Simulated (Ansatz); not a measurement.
Crystal: CdSe (Cadmoselite).

```
CELL_PARAMETERS angstrom
4.30000 0.00000 0.00000
-2.15000 3.72391 0.00000
0.00000 0.00000 7.02000
ATOMIC_POSITIONS crystal
Cd 0.66667 0.33333 0.50000
Cd 0.33333 0.66667 0.00000
Se 0.66667 0.33333 0.88500
Se 0.33333 0.66667 0.38500
```

| Property | Result |
| --- | --- |
| Program | Ansatz 0.2.0 |
| Task | relaxation of cell and atoms |
| Functional | rPW86-PBE |
| Dispersion | rVV10 |
| Potentials or basis | Ansatz PAW |
| Cutoff | 420 eV (not typed: the program's choice for these potentials) |
| k mesh | 7 × 7 × 4 |
| Occupations | fermi-dirac, width 0.05 eV |
| Spin | no spin polarisation |

At the start: volume 28.10 Å³/atom.

Task: Where does the relaxation end?

Result: It ends after 5 steps and the volume is 29.93 Å³/atom (+6.5 %); space group P6_3mc (No. 186, to 0.05 Å).

Step by step:
```
step  energy change (eV)  largest force (eV/Å)  volume (Å³)
   1              0.0000                0.3080       112.41
   2             -0.0807                0.0358       122.28
   3             -0.0895                0.0220       120.14
   4             -0.0901                0.0001       119.70
   5             -0.0933                0.0000       119.70
```

Final structure:
```
Cd Se
1.0
     4.38612    0.00000    0.00000
    -2.19306    3.79849    0.00000
     0.00000    0.00000    7.18468
Cd Se
2 2
Cartesian
  2.1931 1.2662 3.6292
  0.0000 2.5323 0.0369
  2.1931 1.2662 6.3216
  0.0000 2.5323 2.7292
```

Caveat: the plane-wave basis is chosen anew once the cell has moved, so the energies of steps on either side of that aren't comparable; the PAW data sets come from PBE, with cores solved anew for the run's functional, which leaves a small shift of forces and pressure.
